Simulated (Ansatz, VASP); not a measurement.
# InAs in two plane-wave programs, part 2 of 2

One calculation is typed for both programs; each brings its own data sets. How far apart do they land? The cell is taken from a series of runs on this material, whose earlier steps may have relaxed, scaled, displaced or heated it; both programs get it as it stands.

VASP 6.6.1 and Ansatz 0.2.0.

So far: The starting structure; VASP: zone-centre phonons, PBEsol.

### Step 3. Ansatz: zone-centre phonons, PBEsol

Level of this step: Ansatz beside VASP: Kohn-Sham DFT, plane waves, PBEsol (Ansatz).

Ansatz runs on its PAW soft_1 files.

The same cell, functional, mesh and smearing now go to Ansatz, which takes its cutoff from its data sets.

File input.yaml:

```yaml
crystal:
  lattice:
    - [-0.065101367, 3.0393091446, 3.0393091446]
    - [3.0393091446, -0.065101367, 3.0393091446]
    - [3.0393091446, 3.0393091446, -0.065101367]
  atoms:
    - { symbol: As, position: [0.7482312064, 0.7482312064, 0.7482312064] }
    - { symbol: In, position: [0.0017687936, 0.0017687936, 0.0017687936] }
kpoints:
  mp_grid: { grid: [12, 12, 12] }
hamiltonian:
  xc: pbesol
  pseudopotentials: { kind: paw, azcp: { folder: soft_1 }, xc_functional: pbe }
scf:
  occupations: { method: methfessel_paxton, width: 0.2 }
output:
  eigenvalues: true
phonons:
  method: dfpt
```

The run is started by

```bash
$ ansatz run input.yaml --threads 4 --pin off --max-ram 10240MiB --backend cpu --events-out ev --progress --plain --runs-dir out
```

Numbers of over 12 decimals in the logs are rounded to 6 here.

The program printed:

```text
Engine: ansatz 0.2.0, aarch64-unknown-linux-gnu
Pseudopotentials: kind: paw
Pseudopotential: As, paw, valence charge 15, recommended cutoff 420 eV (normal), soft_1/As.paw.azcp
Pseudopotential: In, paw, valence charge 13, recommended cutoff 420 eV (normal), soft_1/In.paw.azcp
Functional definition: PBEsol
  exchange = pbesol_x
  correlation = pbesol_c
Crystal: 2 atoms, lattice volume = 57.954 Å³
Basis set: ecut = 420 eV, 1163 PW (Γ), exchange–correlation on 60×60×60 points (8 copies of the dense FFT grid, shifted against one another)
Bands: 18, of which v1, the nominal top of the filled ones, is band 14 counted from 1 (13 counted from 0)
Symmetry: 6 space group operations
k-points: 476 of 1728 (irreducible under 2 space group operations, time reversal used)
Non-local potential: As, projectors of the file, l = 0: 2, l = 1: 2, l = 2: 3, l = 3: 1
Non-local potential: In, projectors of the file, l = 0: 2, l = 1: 2, l = 2: 2, l = 3: 1
PAW form: soft (Blöchl's): semilocal exchange-correlation on the pseudo side does not see the compensation charge
PAW frozen core: As, regenerated for the run's functional, and the local potential with it (the file was generated under x = pbe(κ = 0.804, μ = 0.219515), c = pbe(β = 0.066725))
PAW frozen core: In, regenerated for the run's functional, and the local potential with it (the file was generated under x = pbe(κ = 0.804, μ = 0.219515), c = pbe(β = 0.066725))
PAW one-centre angular grid: As, 590 points (default); XC on 64 Gauss nodes
PAW one-centre angular grid: In, 590 points (default); XC on 64 Gauss nodes
Initial density: superposition of atomic densities (chi_scale 0.1, normalization cell, long waves kept (reshape's long-wave potential 0.00 eV rms))
Initial wavefunctions: pseudopotential atomic-orbital guess
Functional: x = pbesol(κ = 0.804, μ = 0.123457), c = pbesol(β = 0.046)
SCF iter   1: F=—  HF=-10338.968477 eV  |F-HF|=—  |Δ(HF+E_count)|=         —  Δρ=2.74e-2  dr2=3.49e-1  ethr=3.10e-3  ⟨swp⟩=5.1  Hψ=43171  notcnv=0
preconditioner: auto → Kerker (q_TF=auto, 2.417 Å⁻¹)  [metal: Δε(μ)=0.106 eV  Ē_g=14.478 eV  σ=0.200 eV  W_gap=0.43  n_scr=14 (ndim 8)  ℏωp=20.7 eV  f_vac=0.016  D(μ)=0.04/eV (n_scr^D=0)]
SCF iter   2: F=—  HF=-10338.916133 eV  |F-HF|=—  |Δ(HF+E_count)|=   5.23e-2  S|Δr|=    0.00e0  Δρ=1.73e-2  dr2=1.58e-1  ethr=1.25e-3  ⟨swp⟩=2.0  Hψ=13914  notcnv=0
SCF iter   3: F=—  HF=-10338.878923 eV  |F-HF|=—  |Δ(HF+E_count)|=   3.72e-2  S|Δr|=    0.00e0  Δρ=2.82e-3  dr2=8.92e-3  ethr=5.66e-4  ⟨swp⟩=2.0  Hψ=10487  notcnv=0
SCF iter   4: F=—  HF=-10338.880461 eV  |F-HF|=—  |Δ(HF+E_count)|=   1.54e-3  S|Δr|=    0.00e0  Δρ=1.34e-3  dr2=2.37e-3  ethr=3.19e-5  ⟨swp⟩=2.1  Hψ=14288  notcnv=0
SCF iter   5: F=—  HF=-10338.880616 eV  |F-HF|=—  |Δ(HF+E_count)|=   1.56e-4  S|Δr|=    0.00e0  Δρ=6.16e-4  dr2=3.86e-4  ethr=8.48e-6  ⟨swp⟩=2.0  Hψ=15233  notcnv=0
SCF iter   6: F=—  HF=-10338.880945 eV  |F-HF|=—  |Δ(HF+E_count)|=   3.28e-4  S|Δr|=    0.00e0  Δρ=1.96e-4  dr2=2.48e-5  ethr=1.38e-6  ⟨swp⟩=2.0  Hψ=15233  notcnv=0
SCF iter   7: F=—  HF=-10338.880971 eV  |F-HF|=—  |Δ(HF+E_count)|=   2.56e-5  S|Δr|=    0.00e0  Δρ=4.41e-5  dr2=1.16e-6  ethr=8.87e-8  ⟨swp⟩=2.0  Hψ=15238  notcnv=0
SCF iter   8: F=—  HF=-10338.880973 eV  |F-HF|=—  |Δ(HF+E_count)|=   2.26e-6  S|Δr|=    0.00e0  Δρ=1.18e-5  dr2=9.65e-8  ethr=4.14e-9  ⟨swp⟩=2.0  Hψ=12858  notcnv=0
SCF iter   9: F=—  HF=-10338.880973 eV  |F-HF|=—  |Δ(HF+E_count)|=   1.26e-7  S|Δr|=    0.00e0  Δρ=3.52e-6  dr2=1.43e-8  ethr=3.45e-10  ⟨swp⟩=2.0  Hψ=15238  notcnv=0
SCF iter  10: F=—  HF=-10338.880973 eV  |F-HF|=—  |Δ(HF+E_count)|=   1.46e-8  S|Δr|=    0.00e0  Δρ=1.29e-6  dr2=1.98e-9  ethr=5.10e-11  ⟨swp⟩=2.0  Hψ=10234  notcnv=0
SCF iter  11: F=—  HF=-10338.880973 eV  |F-HF|=—  |Δ(HF+E_count)|=   1.46e-9  S|Δr|=    0.00e0  Δρ=4.12e-7  dr2=1.13e-10  ethr=7.09e-12  ⟨swp⟩=2.0  Hψ=10401  notcnv=0
SCF iter  12: F=-10338.880973 eV  HF=-10338.880973 eV  |F-HF|=7.28e-12  |Δ(HF+E_count)|=  1.20e-10  S|Δr|=    0.00e0  Δρ=1.02e-7  dr2=8.61e-12  ethr=1.00e-12  ⟨swp⟩=4.9  Hψ=40505  notcnv=0
SCF 1 converged in 12 iterations: F = -10338.880973 eV  dr2 = 8.61e-12
  greatest PAW one-centre occupation: 0.999 electrons in one spin orbital (limit 2), on the As atom at site 0 (counted from 0), in its partial waves of l = 2
DFPT response loops at Γ: preconditioner auto → Kerker (q_TF=auto, 2.417 Å⁻¹) (partly filled bands, converged f_vac=0.100); β = 1.00, the filter's whole step (`scf.mixing.beta` (0.50) is not read by the response loops under this deck's `scf.mixing.preconditioner`; to damp them name `kerker` or `kerker_dos`, under which they read `scf.mixing.beta`, and type it under 1.00, their step now; both keys bind the ground state too); Broyden in place of MSR1
SCF converged after 12 iterations
Stability not checked: this state was not tested for a lower state beside it, because cold or Methfessel-Paxton smearing, or corrected tetrahedra, fill the levels in a way that the test cannot read (fill_not_monotonic; see scf.lower_state_search)
Free energy (F): -10338.880973 eV
Harris-Foulkes:  -10338.880973 eV  (|F-HF|=7.28e-12)
Internal energy: -10338.881473 eV  (E = F + TS)
E sigma→0 (E₀):  -10338.881098 eV
Entropy (-TS):   0.000500 eV (0.250 meV/atom)
Fermi energy:    7.016986 eV
Step filling:    the computed levels leave a gap of 0.1113 eV = 0.6 smearing widths at the electron count; against every level under it full and every level over it empty, smearing changes F+E_penalty+E_count by +0.171 meV and its σ→0 estimate by +0.047 meV
--- Per-component energies (eV) ---
  E_band       = -335.164463
  E_kinetic    = 315.750483
  E_local      = -3541.902666  (includes V_loc(G=0)·N_el)
  E_nonlocal   = -63.471610
  E_hartree    = 1754.009040
  E_xc         = -211.003058
  E_vxc        = -162.511255  (∫ρ·V_xc dr)
  E_paw        = -6109.460189  (= ΣΔE_a)
  E_vpaw       = -391.047661  (= ΣTr[D̂ρ^β])
  E_aug_tail   = 0.000151  (compensation charges beyond the density's cutoff)
  E_ewald      = -2484.005958
  E_core_change = 1.202334  (= ΣΔE_core)
  E_smearing   = 0.000500  (= −TS)
  E_closure    = -0.000000  (closes the sum)
  Σ components = -10338.880973   (vs F -10338.880973, Δ=0.00e0)
--- Band table (eV; the first three rows and the last of 476) ---
  k-point 0: bands = [... 10 lower, -4.6663, 6.3794, 6.8667, 6.8667, 7.0579, 10.6774, 10.6774, 10.9991]
  k-point 1: bands = [... 10 lower, -4.6006, 5.4966, 6.7859, 6.9466, 7.5548, 10.7257, 10.8075, 11.0915]
  k-point 2: bands = [... 10 lower, -4.4109, 4.3446, 6.5885, 6.7402, 7.9953, 11.0393, 11.1149, 11.3696]
  k-point 475: bands = [... 10 lower, -3.2361, 1.4285, 5.8848, 5.8848, 7.4615, 11.3892, 11.3892, 13.5011]
--- Phonons (Γ-DFPT): 2 representative perturbations + reference, on 476 of 1728 k-points (Σ response iterations 6) ---
  k mesh reduced under 2 symmetry operations, with k and −k counted as one. Each operation leaves every solved perturbation unchanged. A smaller set is not used because it would not reduce the number of displacements times k-points to solve
  ASR residual: 2.680e-5 → 0.000e0 eV/Å²; symmetrization residual: 1.713e-5 eV/Å²
  ASR residual per site (eV/Å²): 9.28e-6 2.68e-5
  Γ frequencies (cm⁻¹): 0.00 0.00 0.00 199.13 199.13 205.55
  non-analytic LO–TO correction: not included (Born effective charges unavailable; polar crystals: no LO–TO splitting at Γ)
```

### Step 4. Side by side

Known differences besides the potentials themselves: the data sets hold 28 valence electrons in Ansatz (on its PAW soft_1 files) and 18 in VASP; the cutoff is 420 eV in Ansatz and 500 eV in VASP; Ansatz makes its cores anew for this functional, VASP keeps those of its PBE data sets. Total energies have different zeros and are not compared.

Both answers:

| quantity | Ansatz | VASP | difference |
| --- | --- | --- | --- |
| optical mode 1 to 2 (cm⁻¹) | 199.1 | 199.8 | -0.31 % |
| optical mode 3 (cm⁻¹) | 205.6 | 206.1 | -0.26 % |

Modes are paired by rising frequency, not by their patterns, so a pair may set unlike modes beside each other; they are those without the splitting of longitudinal modes.

### Step 5. Summary of results

| Property | Result |
| --- | --- |
| r.m.s. difference of the optical zone-centre modes, each program's sorted by frequency (zone-centre phonons, PBEsol) | 0.59 cm⁻¹ |

**Reading.** The r.m.s. difference of the optical zone-centre modes, each program's sorted by frequency is 0.59 cm⁻¹ (zone-centre phonons, PBEsol). The data sets hold unlike numbers of valence electrons (28 in Ansatz and 18 in VASP), so part of the differences may come from the potentials. Such differences can come from data sets, numerical settings and the points named under the comparisons, not from the functional's error against experiment.

[Lines on the potential files, build, host, timing and source positions are cut from VASP's logs without a mark.]

[Logs are printed without paths, hosts, clocks, repeated set-up lines and the standing remarks that a program may print on its own settings, such as how far it seeks lower states.]

[Hosts, paths, dates, database ids (printed as entryN), source tags and the programs' standing remarks are cut or masked in the printed files.]
